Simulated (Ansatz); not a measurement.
The calculation used DFT PBE, scalar-relativistic, plane waves, PAW in Ansatz. All cells share a 420 eV cutoff and Γ-centred k meshes spaced at most about 0.3 Å⁻¹ (about 0.25 or finer for metals, 2π included). No spin polarisation.

Temperature and zero-point effects are left out.

Two relaxed structures of B2P:

1.

Space group Pm (No. 6). a = 5.312 Å, b = 3.170 Å, c = 5.317 Å, α = 90.00°, β = 116.30°, γ = 90.00°
| atom | site | symmetry | x | y | z |
| --- | --- | --- | --- | --- | --- |
| B | 1a | m | 0.0519 | 0.0000 | 0.6968 |
| B | 1b | m | 0.9387 | 0.5000 | 0.1002 |
| B | 1a | m | 0.0227 | 0.0000 | 0.0428 |
| B | 1a | m | 0.3460 | 0.0000 | 0.0090 |
| P | 1b | m | 0.9564 | 0.5000 | 0.4884 |
| P | 1b | m | 0.5559 | 0.5000 | 0.0863 |

2.

Space group C2/m (No. 12). a = 11.205 Å, b = 3.035 Å, c = 3.645 Å, α = 90.00°, β = 103.20°, γ = 90.00°
```
atom  site  symmetry       x       y       z
   B    4i         m  0.3457  0.5000  0.2302
   B    4i         m  0.4216  0.0000  0.4569
   P    4i         m  0.3370  0.0000  0.8639
```

Question: Which would you expect to be lower, and how large is the difference?

Answer: They are level within the accuracy (2 meV/atom apart, with cell 2 the lower in these runs). Cell 1 has space group Pm (No. 6), 13.4 Å³/atom and no gap on its mesh; cell 2 has space group C2/m (No. 12), 10.1 Å³/atom and no gap. Counting P atoms around B (those within 1.25 times the shortest such distance or 1.15 times the sum of covalent radii; a plus sign parts nearer from farther groups; the shortest distance is added where it is long for a bond; a slash parts the counts of unlike sites), cell 1 has B 2/8 from 3.0 Å and cell 2 has B 1+1/3. Cell 1 holds B–B chains (shortest 1.70 Å) and P–P pairs (shortest 2.25 Å); cell 2 holds B–B chains (shortest 1.71 Å). Even the lower one lies +0.23 eV/atom against the reference forms of the elements (uncorrected), so neither is stable at this level. In cell 1, B on its first site has 1 B at 1.70 Å, 2 P at 1.87 Å and 1 B at 1.91 Å; B on its second site has 2 B at 1.71 Å and 2 P at 2.00–2.02 Å; P on its first site has 2 B at 1.87 Å, 1 B at 2.02 Å and 1 P at 2.25 Å; 3 more sites not described. In cell 2, around B on its first site lie 2 B at 1.84 Å and 3 P at 2.00–2.01 Å; around B on its second site lie 1 B at 1.71 Å, 2 B at 1.84 Å, 1 P at 1.93 Å and 1 P at 2.15 Å; around P lie 4 B at 1.93–2.01 Å and 1 B at 2.15 Å. Both come from invented guesses. Shaken at random and relaxed again, cell 2 came back. The lowest form computed isn't among them: it has space group P1 (No. 1), 9.9 Å³/atom and lies 228 meV/atom below the best shown.

The k mesh leaves some 4 meV/atom of noise in the energy of each metallic cell. Cells without such a test can be saddle points. Some types were kept out of the candidates beforehand, so the set may lack a known form.
